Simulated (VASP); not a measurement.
# NaI: restarted molecular dynamics, 2 variants

NaI, Pmma (no. 51), 16 atoms in the cell. PBE, molecular dynamics; PAW potentials I, Na (PBE set).

| Restart from | Temperature at the end (K) | The same without a restart (K) | Potential energy at the end (eV/atom) | The same without a restart (eV/atom) | Electronic steps in the first step after the restart | Time (s) |
|---|---|---|---|---|---|---|
| CONTCAR with velocities, WAVECAR read | 1376.0 | 1376.0 | -2.41034 | -2.41034 | 4 | 223 |
| CONTCAR with velocities, no WAVECAR | 1376.0 | 1376.0 | -2.41034 | -2.41034 | 17 | 213 |

Limits: 120 fs of 16 atoms are too short for converged averages.

## Input of the first row

INCAR.step1:
```
GGA      = PE             # functional
PREC     = Normal         # precision mode
ENCUT    = 200            # plane-wave cutoff, eV
EDIFF    = 1E-6           # SCF threshold, eV
NELMIN   = 4            
NELM     = 60             # most SCF steps
ALGO     = Normal         # electronic algorithm
LREAL    = Auto         
LASPH    = T              # aspherical terms in the spheres
ISMEAR   = 0              # smearing method
SIGMA    = 0.05           # smearing width, eV
ISYM     = 0            
LWAVE    = T              # write WAVECAR
LCHARG   = F              # write CHGCAR
IBRION   = 0              # ionic algorithm
NSW      = 30             # ionic steps
POTIM    = 2.0            # step
TEBEG    = 1600         
ISIF     = 2              # what is computed and relaxed
RANDOM_SEED= 811742 0 0   
MDALGO   = 4            
NHC_NCHAINS= 3            
NHC_PERIOD= 30           
KPAR     = 2             
```

INCAR.step2, as INCAR.step1 but for:
```
- LWAVE = T
+ LWAVE = F
```

KPOINTS:
```
k-points
0
Monkhorst-Pack
  1 2 2
```

POSCAR.step1:
```
NaI
1.0
    9.2444186134      0.0000000000      0.0000000000
    0.0000000000      8.5394032006      0.0000000000
    0.0000000000      0.0000000000      7.7983840000
I Na
8 8
Direct
    0.3750000000      0.0000000000      0.2575730000
    0.3750000000      0.5000000000      0.2575730000
    0.8750000000      0.0000000000      0.2575730000
    0.8750000000      0.5000000000      0.2575730000
    0.1250000000      0.0000000000      0.7424270000
    0.1250000000      0.5000000000      0.7424270000
    0.6250000000      0.0000000000      0.7424270000
    0.6250000000      0.5000000000      0.7424270000
    0.3750000000      0.2500000000      0.7249690000
    0.3750000000      0.7500000000      0.7249690000
    0.8750000000      0.2500000000      0.7249690000
    0.8750000000      0.7500000000      0.7249690000
    0.1250000000      0.2500000000      0.2750310000
    0.1250000000      0.7500000000      0.2750310000
    0.6250000000      0.2500000000      0.2750310000
    0.6250000000      0.7500000000      0.2750310000
```

Commands (each step's output is kept before the next begins):
```
cat potpaw_PBE.64/I/POTCAR potpaw_PBE.64/Na/POTCAR > POTCAR
cp INCAR.step1 INCAR
cp POSCAR.step1 POSCAR
mpirun -np 2 vasp_std > vasp.out
cp CONTCAR POSCAR
cp INCAR.step2 INCAR
mpirun -np 2 vasp_std > vasp.out
```

Changes of the last row against the first:
```
(step 1)
- LWAVE = True
+ LWAVE = False
```

VASP 6.6.1 took 223 s on 2 cores (Intel Xeon Platinum 8488C (Sapphire Rapids)), a shared host.
